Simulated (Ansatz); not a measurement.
# Ligand exchange: C4H9Br + GaH2(OH) → C4H10O + GaH2Br

Species: C4H9Br (1-bromobutane) `CCCCBr`, singlet; GaH2(OH), singlet; C4H10O (1-butanol) `CCCCO`, singlet; GaH2Br `[GaH2][Br]`, singlet. The partners trade Br for OH: C–Br and Ga–OH bonds give way to C–OH and Ga–Br.

Shapes, held fixed at every level: PBE0-D4/def2-TZVP. Flexible molecules stand in one conformer, not always the lowest. Programs: Ansatz 0.2.0. The zero-point and thermal change to 298 K, harmonic and unscaled (PBE0-D4/def2-TZVP), is +3.9 kJ/mol.

```tsv
level	kind	ΔH(298 K) (kJ/mol)	less CCSD(T)/def2-TZVPP
HF/def2-TZVPP	Hartree–Fock	-56.0	-30.5
B3LYP-D4/def2-TZVPP	global hybrid	-30.6	-5.1
BHLYP-D4/def2-TZVPP	global hybrid	-40.7	-15.2
PBE0-D4/def2-TZVPP	global hybrid	-36.9	-11.4
wB97M-V/def2-TZVPP	range-separated hybrid	-32.8	-7.3
wB97X-V/def2-TZVPP	range-separated hybrid	-33.1	-7.6
CCSD(T)/def2-SVP	coupled cluster or CI	-42.2	-16.7
CCSD(T)/def2-TZVPP	coupled cluster or CI	-25.5	0.0
```

The highest level, CCSD(T)/def2-TZVPP, gives ΔH(298 K) = -25.5 kJ/mol; the levels span -56.0 to -25.5. The column of differences is taken from that level and isn't an error. No measured value is set beside it here. Relativity is left out for Br, Ga unless named. Correlated rows may include outer-core shells of Br, Ga, which these sets cover unevenly.
